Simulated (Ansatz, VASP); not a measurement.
# One calculation of Ni, two programs

The input INCAR:

```
  PREC = Accurate
  ENCUT = 520
  EDIFF = 1E-7
  ISMEAR = 1
  SIGMA = 0.1
  LREAL = F
  LASPH = T
  NELM = 150
  ALGO = Normal
  ISIF = 2
  LWAVE = F
  LCHARG = F
  ISPIN = 2
  MAGMOM = 1.5
  LORBIT = 11
  LMAXMIX = 4
  NBANDS = 15
```

File KPOINTS:

```
regular mesh
0
Gamma
  17 17 17
```

POSCAR

```
Ni
1.0
    0.0000000000      1.7619400000      1.7619400000
    1.7619400000      0.0000000000      1.7619400000
    1.7619400000      1.7619400000      0.0000000000
Ni
1
Direct
    0.0000000000      0.0000000000      0.0000000000
```

Input for Ansatz:

```yaml
crystal:
  lattice:
    - [0.0, 1.76194, 1.76194]
    - [1.76194, 0.0, 1.76194]
    - [1.76194, 1.76194, 0.0]
  atoms:
    - { symbol: Ni, position: [0.0, 0.0, 0.0], spin: 1.5 }
basis:
  ecutwfc: 520.0
kpoints:
  mp_grid:
    grid: [17, 17, 17]
hamiltonian:
  xc: lda
magnetization:
  spin_polarized: true
scf:
  lower_state_search: standard
  mixing:
    algorithm: broyden
    beta: 0.1
  occupations:
    method: cold
    width: 0.1
output:
  stress: true
```

Alike in both runs: task single point; functional LDA; k mesh 17 × 17 × 17; collinear spin.

|  | VASP | Ansatz |
| --- | --- | --- |
| version | VASP 6.6.1 | Ansatz 0.2.0 |
| potentials or method | VASP PAW LDA potentials, release 64 (Ni) | plane waves, PAW |
| plane-wave cutoff (eV) | 520 | 520 |
| occupations | methfessel-paxton of order 1, width 0.1 eV | cold, width 0.1 eV |
| valence electrons in the cell | 10 | 18 |

|  | VASP | Ansatz | Ansatz less VASP |
| --- | --- | --- | --- |
| pressure (GPa) | -17.6 | -17.7 | -0.06 |
| net moment per atom (μB) | 0.64 | 0.67 | +0.025 |
| size of the moment on the site where the two differ most (μB) | 0.65 | 0.70 | +0.049 |

Site moments also hang on the region over which each program counts them. The two sets of potentials don't hold the same shells in valence. Ansatz warned: «stability_check_not_made».

Caveats: so large a pressure means that the cell lies far from this level's equilibrium, or that cutoff or potentials fall short (VASP).
